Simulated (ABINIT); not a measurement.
# MoS2 (R-3m) in ABINIT: notebook, part 2 of 2

ABINIT 10.8.3 (patched build).

### Step 3. Relaxation of cell and atoms, PBEsol

File run.abi:

```
# Pseudopotentials
pp_dirpath "./"
pseudos "Mo.GGA_PBE-JTH.xml, S.GGA_PBE-JTH.xml"

# Structure
acell 3*1.0
rprim
     2.9961607706     1.7298342274    11.5556689531
    -2.9961607706     1.7298342274    11.5556689531
     0.0000000000    -3.4596684549    11.5556689531
ntypat 2
znucl 42 16
natom 3
typat 1 2 2
xred
     0.0000000000     0.0000000000     0.0000000000
     0.2500000000     0.2500000000     0.2500000000
     0.7500000000     0.7500000000     0.7500000000
chkprim 0
chksymtnons 0
tolsym 1.0e-6

# Plane-wave basis
ecut 20.0
pawecutdg 40.0
pawxcdev 0

# k points
kptopt 1
ngkpt 8 8 8
nshiftk 1
shiftk 0.0 0.0 0.0

# Exchange and correlation
ixc -116133

# Bands and occupations
nband 17
occopt 3
tsmear 0.00183747

# SCF cycle
nstep 100
tolvrs 1.0e-9

# Output
iomode 3
prtwf 0
prtden 0
prteig 0
prtebands 0
enunit 1

# Relaxation
ionmov 22
ntime 60
tolmxf 0.0002
optcell 2
dilatmx 1.08
ecutsm 0.5
```

Potentials or basis: JTH PAW PBE v2.0.

Command:

```console
abinit run.abi > log 2>&1
```

run.abo:

```text
.Version 10.8.3 of ABINIT
 Symmetries : space group R-3 m (#166); Bravais hR (rhombohedral)
================================================================================
 Values of the parameters that define the memory need of the present run
     intxc =       0    ionmov =      22      iscf =      17    lmnmax =      18
     lnmax =       6     mgfft =      54  mpssoang =       3    mqgrid =    3001
     natom =       3  nloc_mem =       2    nspden =       1   nspinor =       1
    nsppol =       1      nsym =      12    n1xccc =       1    ntypat =       2
    occopt =       3   xclevel =       2
       mpw =        1963          nfft =      157464          nkpt =          65
 PAW method is used; the additional fine FFT grid is defined by:
   mgfftf=        80    nfftf =    512000
================================================================================
================================================================================

--------------------------------------------------------------------------------
------------- Echo of variables that govern the present computation ------------
--------------------------------------------------------------------------------
 -outvars: echo values of preprocessed input variables --------
            acell      1.0000000000E+00  1.0000000000E+00  1.0000000000E+00 Bohr
              amu      9.59400000E+01  3.20660000E+01
          chkprim           0
      chksymtnons           0
          dilatmx      1.08000000E+00
             ecut      2.00000000E+01 Hartree
           ecutsm      5.00000000E-01 Hartree
           enunit           1
           ionmov          22
                       outvar_i_n : Printing only first  50 k-points.
              ixc     -116133
                       outvar_i_n : Printing only first  50 k-points.
         kptrlatt        8    0    0      0    8    0      0    0    8
          kptrlen      4.79385723E+01
            natom           3
            nband          17
            ngfft          54      54      54
          ngfftdg          80      80      80
             nkpt          65
            nstep         100
             nsym          12
            ntime          60
           ntypat           2
                       prtocc : prtvol=0, do not print more k-points.
           occopt           3
          optcell           2
[... 1836 lines left out ...]
  12.24931
 prteigrs : prtvol=0 or 1, do not print more k-points.

--- !EnergyTerms
iteration_state     : {dtset: 1, itime: 16, icycle: 1, }
comment             : Components of total free energy in Hartree
kinetic             :  1.85967168125010E+01
hartree             :  2.65673548102519E+01
xc                  : -1.11929231975308E+01
Ewald energy        : -6.23812494492960E+01
psp_core            :  2.56344694179062E+00
local_psp           : -7.63294163091094E+01
PAW spherical_terms :  1.26507777199331E+01
internal            : -8.95252926714595E+01
'-kT*entropy'       : -4.88435536558952E-04
total_energy        : -8.95257811069960E+01
total_energy_eV     : -2.43612060867562E+03
...

--- !EnergyTermsDC
iteration_state     : {dtset: 1, itime: 16, icycle: 1, }
comment             : '"Double-counting" decomposition of free energy'
band_energy         : -7.69133007715221E+00
Ewald energy        : -6.23812494492960E+01
psp_core            :  2.56344694179062E+00
xc_dc               : -2.51287987905036E+01
PAW spherical_terms :  3.11263509352718E+00
internal            : -8.95252962816340E+01
'-kT*entropy'       : -4.88435536558952E-04
total_energy_dc     : -8.95257847171706E+01
total_energy_dc_eV  : -2.43612070691347E+03
...

--- !EnergyTermsWithPAWCore
iteration_state     : {dtset: 1, itime: 16, icycle: 1, }
comment             : 'Components of total free energy, including PAW core contributions'
Total energy        : -4.84408107389717E+03
Total energy DC     : -4.84408107750734E+03
Total energy (eV)   : -1.31814161108662E+05
Total energy DC (eV): -1.31814161206900E+05
...

 rms coord change=  3.6985E-03   atom, delta coord (reduced):
     1       -0.000000000000     -0.000000000000     -0.000000000000
     2       -0.004529660382     -0.004529660382     -0.004529660382
     3        0.004529660382      0.004529660382      0.004529660382

 Cartesian components of stress tensor (hartree/bohr^3)
  sigma(1 1)= -2.36611004E-07  sigma(3 2)=  2.13318067E-14
  sigma(2 2)= -2.36610936E-07  sigma(3 1)=  0.00000000E+00
  sigma(3 3)=  1.31870925E-06  sigma(2 1)=  0.00000000E+00

-Cartesian components of stress tensor (GPa)         [Pressure= -8.2917E-03 GPa]
- sigma(1 1)= -6.96133608E-03  sigma(3 2)=  6.27603420E-10
- sigma(2 2)= -6.96133407E-03  sigma(3 1)=  0.00000000E+00
- sigma(3 3)=  3.87977657E-02  sigma(2 1)=  0.00000000E+00

== END DATASET(S) ==============================================================
================================================================================

 -outvars: echo values of variables after computation  --------
            acell      1.1966898544E+01  1.1966898544E+01  1.1966898544E+01 Bohr
           etotal     -8.9525784717E+01
            fcart     -0.0000000000E+00 -0.0000000000E+00 -0.0000000000E+00
                       5.4105442589E-22 -3.2119782142E-22  6.3735412719E-05
                      -5.4105442589E-22  3.2119782142E-22 -6.3735412719E-05
            rprim      2.4681406838E-01  1.4249816881E-01  9.5852860549E-01
                      -2.4681406838E-01  1.4249816881E-01  9.5852860549E-01
                       0.0000000000E+00 -2.8499633763E-01  9.5852860549E-01
           strten     -2.3661100395E-07 -2.3661093578E-07  1.3187092533E-06
                       2.1331806669E-14  0.0000000000E+00  0.0000000000E+00
           xangst      4.2839622728E-19 -8.8199877990E-20 -1.0411228720E-17
                      -1.3207697222E-17 -1.2895129187E-11  4.4700059174E+00
                      -2.7447549990E-17 -3.9633241406E-11  1.3739957553E+01
             xred     -4.5097774382E-19 -7.2506761386E-19 -5.3915227097E-19
                       2.4547033962E-01  2.4547033962E-01  2.4547033962E-01
                       7.5452966038E-01  7.5452966038E-01  7.5452966038E-01
 Calculation completed.
```

Wall time 26 min (1 thread of AMD EPYC 9R45 (Zen 5), shared host); peak memory 0.33 GiB.

Results:

* Free energy: -2436.1207 eV
* Relaxed volume: 17.12 Å³/atom
* Relaxed cell: a = 6.333 Å, b = 6.333 Å, c = 6.333 Å, α = 28.58°, β = 28.58°, γ = 28.58°
* Space group after relaxing (to 0.05 Å): R-3m (No. 166)
* Energy gained by relaxing: 15.9 meV/atom
* Ionic steps: 16
* Pressure after relaxing: 0.0 GPa
* Largest force after relaxing: 0.003 eV/Å
* Band gap on the k mesh: none (metal or under the smearing width)
* Valence electrons inside the program's atomic spheres: Mo 11.28; S 3.57

Forces on the atoms (eV/Å):
```
Mo   0.000  0.000  0.000
S    0.000  0.000  0.003
S    0.000  0.000 -0.003
```

The path:
```
step  energy change (eV)  largest force (eV/Å)  pressure (GPa)  volume (Å³)
   1              0.0000                0.7741            3.23        53.25
   2              0.0747                1.2015           -9.55        53.78
   3             -0.0221                0.4752            1.32        53.30
   4             -0.0284                0.3473            0.50        53.33
   5             -0.0363                0.0199           -1.57        53.34
   6             -0.0369                0.0046           -1.69        53.29
   7             -0.0419                0.1217           -1.93        52.73
   8             -0.0455                0.1324           -1.40        52.09
   9             -0.0477                0.0001           -0.04        51.55
  10             -0.0477                0.0032           -0.02        51.55
  11             -0.0477                0.0128            0.05        51.53
  12             -0.0477                0.0194            0.10        51.49
  13             -0.0478                0.0210            0.14        51.41
  14             -0.0478                0.0126           -0.01        51.45
  15             -0.0478                0.0082            0.07        51.37
  16             -0.0478                0.0033           -0.01        51.37
```

Final structure:
```yaml
crystal:
  lattice:
    - [1.56298, 0.90239, 6.06999]
    - [-1.56298, 0.90239, 6.06999]
    - [0.00000, -1.80477, 6.06999]
  atoms:
    - { symbol: Mo, position: [0.00000, 0.00000, 0.00000] }
    - { symbol: S, position: [0.24547, 0.24547, 0.24547] }
    - { symbol: S, position: [0.75453, 0.75453, 0.75453] }
```

Levels at points of the mesh, in eV from the Fermi level:
```
           k point  band 10  band 11  band 12  band 13  band 14  band 15  band 16  band 17
(0.00, 0.00, 0.00)    -1.61    -1.61    -0.81    -0.81     0.10     0.10     3.26     3.26
(0.50, 0.00, 0.00)    -4.01    -2.74    -2.07    -1.29     1.40     2.16     3.19     3.98
(0.50, 0.50, 0.00)    -3.90    -2.85    -2.47    -1.61     1.40     1.82     3.79     4.58
(0.50, 0.50, 0.50)    -3.69    -0.80    -0.80    -0.20    -0.06    -0.06     3.42     3.42
```

Caveat: the PAW data sets were made with another functional, which shifts forces and pressure a little.
